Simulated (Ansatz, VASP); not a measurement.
## HfN: VASP beside Ansatz

INCAR

```
SYSTEM = HfN
PREC     = Accurate       ! precision mode
ENCUT    = 520            ! plane-wave cutoff, eV
EDIFF    = 1E-8           ! SCF threshold, eV
ISMEAR   = -1             ! smearing method
SIGMA    = 0.05           ! smearing width, eV
LREAL    = .False.        ! projectors in reciprocal space
LASPH    = .True.         ! aspherical terms in the spheres
NELM     = 60             ! most SCF steps
ALGO     = Normal         ! electronic algorithm
ISIF     = 2              ! what is computed and relaxed
LWAVE    = .False.        ! write WAVECAR
LCHARG   = .False.        ! write CHGCAR
GGA      = PE             ! functional
LEFG     = .True.       
NBANDS   = 14             ! bands
```

The input KPOINTS:

```
Automatic mesh
0
Gamma
  16 16 16
  0 0 0
```

POSCAR

```
HfN
1.0
    0.0000000000      2.3001039083      2.3001039083
    2.3001039083      0.0000000000      2.3001039083
    2.3001039083      2.3001039083      0.0000000000
Hf N
1 1
Direct
    0.0000000000      0.0000000000      0.0000000000
    0.5000000000      0.5000000000      0.5000000000
```

Input for Ansatz:

```yaml
crystal:
  lattice:
    - [0.0, 2.3001039083, 2.3001039083]
    - [2.3001039083, 0.0, 2.3001039083]
    - [2.3001039083, 2.3001039083, 0.0]
  atoms:
    - { symbol: Hf, position: [0.0, 0.0, 0.0] }
    - { symbol: "N", position: [0.5, 0.5, 0.5] }
kpoints:
  mp_grid: { grid: [16, 16, 16] }
scf:
  occupations: { method: fermi_dirac, width: 0.05 }
hamiltonian:
  xc: pbe
  pseudopotentials: { kind: paw }
output:
  forces: true
  stress: true
  eigenvalues: true
  efg: { contact_densities: true }
```

Change from the starting cell: volume scaled by 1.06, PAW files.

Alike in both runs: task electric field gradients; functional PBE; k mesh 16 × 16 × 16; occupations fermi-dirac, width 0.05 eV; no spin polarisation.

```csv
,VASP,Ansatz
version,VASP 6.6.1,Ansatz 0.2.0
potentials or method,"VASP PAW PBE potentials, release 64 (Hf_pv, N)","PAW with Ansatz's default frozen-core files, scalar-relativistic"
plane-wave cutoff (eV),520,420
valence electrons in the cell,15,31
```

Ansatz gave:

```
pressure (GPa)                                                 : -8.4
Vzz of the field gradient on the site that differs most (V/Å²) : 0.0
```

Task: Which values does VASP return?

Result: Pressure (GPa): -10.6; Vzz of the field gradient on the site that differs most (V/Å²): 0.0.

With one functional, cell and mesh, what is left measures potentials, basis and numerics. The two sets of potentials don't hold the same shells in valence. Ansatz warned: «gradients_without_spin_orbit».

Spin-orbit coupling is left out, which matters for the levels of Hf.
